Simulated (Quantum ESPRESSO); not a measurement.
# Rh (Fm-3m) in Quantum ESPRESSO: notebook

Aim: see how the results for Rh move with the level of theory and the settings. Levels: PBEsol, LDA. Tasks: phonons and electron-phonon coupling, phonons.

All numbers are computed with Quantum ESPRESSO 7.5; they aren't measurements. Logs are shortened: lines on timing, memory, paths and dates and some standing lists are left out, and cuts for length are marked.

### 1 The structure

It takes space group Fm-3m (No. 225, cubic). The conventional cell has a = 3.796 Å, b = 3.796 Å, c = 3.796 Å, α = 90.00°, β = 90.00°, γ = 90.00°. Rh (site symmetry m-3m) has 12 Rh at 2.68 Å as nearest neighbours.

(Continued in part 2 of 3.)
